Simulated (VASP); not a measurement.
# Ta (Im-3m) in VASP: notebook

One crystal, Ta, is run at these levels: LDA; tasks: relaxation of cell and atoms.

All numbers are computed with VASP 6.6.1; they aren't measurements. Logs are shortened: lines on timing, memory, paths and dates and some standing lists are left out, and cuts for length are marked.

## Step 1: The crystal as given

The structure is cubic, space group Im-3m (No. 229). The conventional cell has a = 3.303 Å, b = 3.303 Å, c = 3.303 Å, α = 90.00°, β = 90.00°, γ = 90.00°. Around Ta (site symmetry m-3m) lie 8 Ta at 2.86 Å.

## Step 2: Relaxation of cell and atoms, LDA

INCAR reads:

```
SYSTEM = Ta
PREC = Accurate ; ENCUT = 600
EDIFF = 1E-6 ; ISMEAR = 1
SIGMA = 0.1 ; LREAL = .FALSE.
LASPH = .TRUE. ; NELM = 80
ALGO = Normal ; ISIF = 3
LWAVE = .FALSE. ; LCHARG = .FALSE.
GGA = CA ; IBRION = 2
NSW = 90 ; EDIFFG = -0.01
```

KPOINTS reads:

```
Automatic mesh
0
G
  16 16 16
  0 0 0
```

POSCAR reads:

```
Ta
1.0
   -1.6512800000      1.6512800000      1.6512800000
    1.6512800000     -1.6512800000      1.6512800000
    1.6512800000      1.6512800000     -1.6512800000
Ta
1
Direct
    0.0000000000      0.0000000000      0.0000000000
```

Potentials or basis: VASP PAW LDA potentials, release 64 (Ta_pv).

Launch:

```console
> cat potpaw_LDA.64/Ta_pv/POTCAR > POTCAR
> mpirun -np 1 vasp_std > vasp.out
```

OUTCAR:

```text
SYSTEM = Ta
   PREC = Accurate
   ENCUT = 600
   EDIFF = 1E-6
   ISMEAR = 1
   LREAL = .FALSE.
   LASPH = .TRUE.
   NELM = 80
   ISIF = 3
   GGA = CA
   IBRION = 2
   NSW = 90
   EDIFFG = -0.01

 ion  position               nearest neighbor table
   1  0.000  0.000  0.000-

  LATTYP: Found a body centered cubic cell.
 ALAT       =     3.3025600000

  Lattice vectors:

 A1 = (  -1.6512800000,   1.6512800000,   1.6512800000)
 A2 = (   1.6512800000,  -1.6512800000,   1.6512800000)
 A3 = (   1.6512800000,   1.6512800000,  -1.6512800000)

Analysis of symmetry for initial positions (statically):
=====================================================================
 Subroutine PRICEL returns:
 Original cell was already a primitive cell.

 Routine SETGRP: Setting up the symmetry group for a
 body centered cubic supercell.

 Subroutine GETGRP returns: Found 48 space group operations
 (whereof 48 operations were pure point group operations)
 out of a pool of 48 trial point group operations.

The static configuration has the point symmetry O_h .

Analysis of symmetry for dynamics (positions and initial velocities):
=====================================================================
 Subroutine PRICEL returns:
 Original cell was already a primitive cell.

 Routine SETGRP: Setting up the symmetry group for a
 body centered cubic supercell.

 Subroutine GETGRP returns: Found 48 space group operations
 (whereof 48 operations were pure point group operations)
 out of a pool of 48 trial point group operations.

The dynamic configuration has the point symmetry O_h .

 Subroutine INISYM returns: Found 48 space group operations
 (whereof 48 operations are pure point group operations),
 and found     1 'primitive' translations

----------------------------------------------------------------------------------------

                                     Primitive cell

  volume of cell :      18.0104

  direct lattice vectors                    reciprocal lattice vectors
    -1.651280000  1.651280000  1.651280000     0.000000000  0.302795407  0.302795407
     1.651280000 -1.651280000  1.651280000     0.302795407  0.000000000  0.302795407
     1.651280000  1.651280000 -1.651280000     0.302795407  0.302795407  0.000000000

  length of vectors
     2.860100858  2.860100858  2.860100858     0.428217371  0.428217371  0.428217371

  position of ions in fractional coordinates (direct lattice)
     0.000000000  0.000000000  0.000000000

  ion indices of the primitive-cell ions
   primitive index   ion index
                 1           1

----------------------------------------------------------------------------------------

 KPOINTS: Automatic mesh

Automatic generation of k-mesh.
 Grid dimensions read from file:
 generate k-points for:   16   16   16

 Generating k-lattice:

  Cartesian coordinates                     Fractional coordinates (reciprocal lattice)
     0.000000000  0.018924713  0.018924713     0.062500000  0.000000000  0.000000000
     0.018924713  0.000000000  0.018924713     0.000000000  0.062500000  0.000000000
     0.018924713  0.018924713  0.000000000     0.000000000  0.000000000  0.062500000

  Length of vectors
     0.026763586  0.026763586  0.026763586

  Shift w.r.t. Gamma in fractional coordinates (k-lattice)
     0.000000000  0.000000000  0.000000000

 Subroutine IBZKPT returns following result:
 ===========================================

 Found    145 irreducible k-points:

 Following reciprocal coordinates:
            Coordinates               Weight
  0.000000  0.000000  0.000000      1.000000
  0.062500  0.000000  0.000000     12.000000
  0.125000  0.000000  0.000000     12.000000
  0.187500  0.000000  0.000000     12.000000
  0.250000  0.000000  0.000000     12.000000
  0.312500  0.000000  0.000000     12.000000
[... 16 lines left out ...]
  0.187500  0.187500  0.000000     24.000000
  0.250000  0.187500  0.000000     48.000000
 [... further k-points ...]
   k-points           NKPTS =    145   k-points in BZ     NKDIM =    145   number of bands    NBANDS=      9
   number of dos      NEDOS =    301   number of ions     NIONS =      1
   total plane-waves  NPLWV =  13824
   dimension x,y,z NGX =    24 NGY =   24 NGZ =   24
   dimension x,y,z NGXF=    48 NGYF=   48 NGZF=   48
   ions per type =               1
   NGX,Y,Z   is equivalent  to a cutoff of  13.95, 13.95, 13.95 a.u.
   NGXF,Y,Z  is equivalent  to a cutoff of  27.90, 27.90, 27.90 a.u.
 SYSTEM =  Ta
   PREC   = accura    normal or accurate (medium, high low for compatibility)
   ISTART =      0    job   : 0-new  1-cont  2-samecut
   ICHARG =      2    charge: 1-file 2-atom 10-const
   ISPIN  =      1    spin polarized calculation?
   LNONCOLLINEAR =      F non collinear calculations
   LSORBIT =      F    spin-orbit coupling
   LASPH  =      T    aspherical Exc in radial PAW
   ENCUT  =  600.0 eV  44.10 Ry    6.64 a.u.   5.71  5.71  5.71*2*pi/ulx,y,z
   NELM   =     80;   NELMIN=  2; NELMDL= -5     # of ELM steps
   EDIFF  = 0.1E-05   stopping-criterion for ELM
   LREAL  =      F    real-space projection
   EDIFFG = -.1E-01   stopping-criterion for IOM
   NSW    =     90    number of steps for IOM
   IBRION =      2    ionic relax: 0-MD 1-quasi-New 2-CG
   NFREE  =      1    steps in history (QN), initial steepest desc. (CG)
   ISIF   =      3    stress and relaxation
   ISYM   =      2    0-nonsym 1-usesym 2-fastsym
   POTIM  = 0.5000    time-step for ionic-motion
   TEBEG  =    0.0;   TEEND  =   0.0 temperature during run
   PSTRESS=    0.0 pullay stress
   NELECT =      11.0000    total number of electrons
   NUPDOWN=      -1.0000    fix difference up-down
   EMIN   =  10.00;   EMAX   =-10.00  energy-range for DOS
   EFERMI =   0.00;   METHOD = LEGACY
   ISMEAR =     1;   SIGMA  =   0.10  broadening in eV -4-tet -1-fermi 0-gaus
   EFERMI_NEDOS =   21; number of points for ismear=-14 and -15
   IALGO  =     38    algorithm
   IMIX   =      4    mixing-type and parameters
     AMIX     =   0.40;   BMIX     =  1.00
     AMIX_MAG =   1.60;   BMIX_MAG =  1.00
  volume/ion in A,a.u.               =      18.01       121.54
  Fermi-wavevector in a.u.,A,eV,Ry     =   1.388988  2.624806 26.249534  1.929286
  Thomas-Fermi vector in A             =   2.513061
   LORBIT       =      0    0 simple, 1 ext, 2 COOP (PROOUT), +10 PAW based schemes
   GGA     = CA    functional components
   LHFCALC =     F    Hartree Fock is set to
   AEXX    =    0.0000 exact exchange contribution
   IVDW    =     0    specifies the selected vdW correction
   LEPSILON=     F    determine dielectric tensor
   LRPA    =     F    only Hartree local field effects (RPA)
 conjugate gradient relaxation of ions
 non-spin polarized calculation
 Methfessel and Paxton  Order N= 1 SIGMA  =   0.10
  energy-cutoff  :      600.00
  volume of cell :       18.01
 maximum number of plane-waves:       616
   NGX = 11   NGY = 11   NGZ = 11

--------------------------------------- Ionic step        1  -------------------------------------------

 number of electron      11.0000002 magnetization

 Free energy of the ion-electron system (eV)
  ---------------------------------------------------
  ext. energy  EPLUGINS =         0.00000000
  ---------------------------------------------------
  free energy    TOTEN  =       -12.80387131 eV

  energy without entropy =      -12.80275711  energy(sigma->0) =      -12.80349991

------------------------ aborting loop because EDIFF is reached ----------------------------------------

  FORCE on cell =-STRESS in cart. coord.  units (eV):
  Direction    XX          YY          ZZ          XY          YZ          ZX
  --------------------------------------------------------------------------------------
  -------------------------------------------------------------------------------------
  Total       -0.9266474     -0.9266474     -0.9266474     -0.0000000      0.0000000     -0.0000000
  in kB      -82.4333523    -82.4333523    -82.4333523     -0.0000000      0.0000000     -0.0000000
  external PRESSURE =     -82.4333523 kB  Pullay stress =       0.0000000 kB
[... 90 lines left out ...]
  energy  without entropy=      -12.8230905557  energy(sigma->0) =      -12.82353081

--------------------------------------- Ionic step        4  -------------------------------------------

 number of electron      11.0000000 magnetization

 Free energy of the ion-electron system (eV)
  ---------------------------------------------------
  ext. energy  EPLUGINS =         0.00000000
  ---------------------------------------------------
  free energy    TOTEN  =       -12.82377594 eV

  energy without entropy =      -12.82313413  energy(sigma->0) =      -12.82356201

 E-fermi :   5.7388     XC(G=0): -13.0106

 val. band max:        5.7272105338   @ k =  -0.4375   0.4375   0.1875
 cond. band min:       5.7409059453   @ k =  -0.4375   0.4375   0.1250
 fundamental gap:      0.0136954115
 Fermi energy:         5.7387956983

 k-point     1 :       0.0000    0.0000    0.0000
  band No.  band energies     occupation
      1     -26.9758      2.00000
      2     -26.9758      2.00000
      3     -26.9758      2.00000
      4      -2.2454      2.00000
      5       6.4234     -0.00000
      6       6.4234     -0.00000
      7       6.4234     -0.00000
      8       9.8338      0.00000
      9       9.8338      0.00000
[... 265 lines left out ...]
 k-point    24 :       0.2500    0.1875    0.0000
  band No.  band energies     occupation
      1     -28.0575      2.00000
      2     -27.4238      2.00000
      3     -27.0954      2.00000
      4       2.0348      2.00000
      5       4.3954      2.00000
      6       5.1464      2.00000
      7       9.1635      0.00000
      8      10.7529      0.00000
      9      12.8269      0.00000

 [... further k-points ...]

------------------------ aborting loop because EDIFF is reached ----------------------------------------

  FORCE on cell =-STRESS in cart. coord.  units (eV):
  Direction    XX          YY          ZZ          XY          YZ          ZX
  --------------------------------------------------------------------------------------
  -------------------------------------------------------------------------------------
  Total       -0.0054946     -0.0054946     -0.0054946      0.0000000      0.0000000     -0.0000000
  in kB       -0.5097871     -0.5097871     -0.5097871      0.0000000      0.0000000     -0.0000000
  external PRESSURE =      -0.5097871 kB  Pullay stress =       0.0000000 kB
[... 16 lines left out ...]
  FREE ENERGIE OF THE ION-ELECTRON SYSTEM (eV)
  ---------------------------------------------------
  free  energy   TOTEN  =       -12.8237759442 eV

  energy  without entropy=      -12.8231341335  energy(sigma->0) =      -12.82356201

 reached required accuracy - stopping structural energy minimisation
```

Wall time 15 s (1 thread of Intel Xeon 6975P-C (Granite Rapids), shared host); peak memory 0.17 GiB.

What came out:

```
Free energy                            : -12.8238 eV
Relaxed volume                         : 17.27 Å³/atom
Relaxed cell                           : a = 2.820 Å, b = 2.820 Å, c = 2.820 Å, α = 109.47°, β = 109.47°, γ = 109.47°
Space group after relaxing (to 0.05 Å) : Im-3m (No. 229)
Energy gained by relaxing              : 19.9 meV/atom
Ionic steps                            : 4
Pressure after relaxing                : -0.1 GPa
Band gap on the k mesh                 : none (metal or under the smearing width)
```

The path:
| step | energy change (eV) | largest force (eV/Å) | pressure (GPa) | volume (Å³) |
| --- | --- | --- | --- | --- |
| 1 | 0.0000 | 0.0000 | -8.24 | 18.01 |
| 2 | 0.0906 | 0.0000 | 24.48 | 15.70 |
| 3 | -0.0199 | 0.0000 | -0.32 | 17.29 |
| 4 | -0.0199 | 0.0000 | -0.05 | 17.27 |

Final structure:
```xyz
1
Lattice="-1.6283 1.6283 1.6283 1.6283 -1.6283 1.6283 1.6283 1.6283 -1.6283" Properties=species:S:1:pos:R:3 pbc="T T T"
Ta    1.6283    1.6283    1.6283
```

Levels at points of the mesh, in eV from the Fermi level:
```csv
k point,band 3,band 4,band 5,band 6,band 7,band 8
"(0.00, 0.00, 0.00)",-32.71,-7.98,0.68,0.68,0.68,4.10
"(0.50, 0.00, 0.00)",-32.73,-4.55,-1.70,1.96,4.00,5.07
"(0.50, 0.50, 0.50)",-33.67,-4.06,-4.06,7.15,7.15,7.15
```

## Step 3: Relaxation of cell and atoms, LDA

This run uses another cell than the first one, of 17.27 Å³/atom, 0.959 times its volume.

INCAR reads:

```
SYSTEM = Ta
PREC = Accurate ; ENCUT = 600
EDIFF = 1E-7 ; ISMEAR = 1
SIGMA = 0.1 ; LREAL = .FALSE.
LASPH = .TRUE. ; NELM = 80
ALGO = Normal ; ISIF = 3
LWAVE = .FALSE. ; LCHARG = .FALSE.
GGA = CA ; IBRION = 2
NSW = 90 ; EDIFFG = -0.005
```

KPOINTS is that of step 2.

POSCAR reads:

```
Ta                                      
1.0
   -1.6282913206      1.6282913206      1.6282913206
    1.6282913206     -1.6282913206      1.6282913206
    1.6282913206      1.6282913206     -1.6282913206
  Ta            
     1
Direct
     1.0000000000000000    1.0000000000000000    1.0000000000000000
```

Potentials or basis: VASP PAW LDA potentials, release 64 (Ta_pv).

Launch:

```console
> cat potpaw_LDA.64/Ta_pv/POTCAR > POTCAR
> mpirun -np 1 vasp_std > vasp.out
```

Wall time 7 s (1 thread of Intel Xeon 6975P-C (Granite Rapids), shared host); peak memory 0.15 GiB.

It converged, with:

```
Free energy             : -12.8237 eV
Pressure after relaxing : 0.0 GPa
Band gap on the k mesh  : none (metal or under the smearing width)
```

Final structure:
```
Ta
1.0
    -1.62829    1.62829    1.62829
     1.62829   -1.62829    1.62829
     1.62829    1.62829   -1.62829
Ta
1
Direct
  0.00000 0.00000 0.00000
```

Levels at points of the mesh, in eV from the Fermi level:
```
           k point  band 3  band 4  band 5  band 6  band 7  band 8
(0.00, 0.00, 0.00)  -32.71   -7.98    0.68    0.68    0.68    4.09
(0.50, 0.00, 0.00)  -32.73   -4.55   -1.70    1.96    4.00    5.07
(0.50, 0.50, 0.50)  -33.67   -4.06   -4.06    7.15    7.15    7.15
```

Caveat: the relaxation stopped at its first step, so nothing moved. The run has no spin-orbit coupling, so splittings on Ta are missing.
